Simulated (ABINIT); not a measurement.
Here is an ABINIT 10.8.3 (patched build) calculation.

The input run.abi:

```
# Pseudopotentials
pp_dirpath "./"
pseudos "Pd.GGA_PBE-JTH.xml"

# Structure
acell 5.2603645593 5.2603645593 8.7473400302
rprim
     1.0000000000     0.0000000000     0.0000000000
    -0.5000000000     0.8660254038     0.0000000000
     0.0000000000     0.0000000000     1.0000000000
ntypat 1
znucl 46
natom 2
typat 1 1
xred
     0.3333333333     0.6666666667     0.2500000000
     0.6666666667     0.3333333333     0.7500000000

# Plane-wave basis
ecut 26.0
pawecutdg 48.0

# k points
kptopt 1
ngkpt 11 11 6
nshiftk 1
shiftk 0.0 0.0 0.0

# Exchange and correlation
ixc 7

# Bands and occupations
nband 22
occopt 3
tsmear 0.00183747

# SCF cycle
nstep 100
tolvrs 1.0e-9

# Output
iomode 3
prtwf 0
prteig 0
prtebands 0
enunit 2
prtden 1
prtvha 1
prtvclmb 1
prtpot 1
```

Potentials or basis: JTH PAW PBE v2.0.

Launch:

```sh
$ abinit run.abi > log 2>&1
```

Question: What does it give for the band gap on the k mesh?

Answer: None (metal or under the smearing width).

Question: What does it give for the pressure?

Answer: -15.9 GPa.

Stress tensor (GPa, compression positive):
```
-16.07   0.00   0.00
  0.00 -16.07   0.00
  0.00   0.00 -15.59
```

Caveat: the PAW data sets were made with another functional, which shifts forces and pressure a little.
